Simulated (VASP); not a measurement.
Wanted: the native input for a VASP 6.6.1 run.

| Property | Result |
| --- | --- |
| Task | single point |
| Functional | PBE |
| Potentials or basis | VASP PAW PBE potentials, release 64 (Mn_pv) |
| Cutoff | 520 eV |
| k mesh | 14 × 14 × 14 |
| Occupations | gaussian, width 0.1 eV |
| Spin | no spin polarisation |
| Dipole correction | no |
| Further INCAR settings | ALGO = Normal; EDIFF = 1e-06; NBANDS = 20 |

The structure of Mn lies in POSCAR:

```
Mn
1.0
    0.0000000000      2.4756047339      2.4756047339
    2.4756047339      0.0000000000      2.4756047339
    2.4756047339      2.4756047339      0.0000000000
Mn
2
Direct
    0.5000000000      0.5000000000      0.5000000000
    0.7500000000      0.7500000000      0.7500000000
```

The cell was built by a generator and needn't be a form met in nature.

These files were run (other wordings do the same):

INCAR

```
SYSTEM = Mn
  PREC = Accurate
  ENCUT = 520
  EDIFF = 1E-6
  ISMEAR = 0
  SIGMA = 0.1
  LREAL = .False.
  LASPH = .True.
  NELM = 100
  ALGO = Normal
  ISIF = 2
  LWAVE = .False.
  LCHARG = .True.
  GGA = PE
  LELF = .True.
  LVHAR = .True.
  NBANDS = 20
```

KPOINTS

```
Automatic mesh
0
Gamma
  14 14 14
  0 0 0
```

Potentials or basis: VASP PAW PBE potentials, release 64 (Mn_pv).

Command:

```sh
$ cat potpaw_PBE.64/Mn_pv/POTCAR > POTCAR
$ mpirun -np 1 vasp_std > vasp.out
```

Results of the run:

```yaml
Pressure: 0.5 GPa
Band_gap_on_the_k_mesh: none (metal or under the smearing width)
```

Caveat: the run has no spin polarisation, though such a crystal can be magnetic.

Run time: 29 s on 1 thread of Intel(R) Xeon(R) 6975P-C (Granite Rapids), with other jobs on the host, peak memory 0.18 GiB.
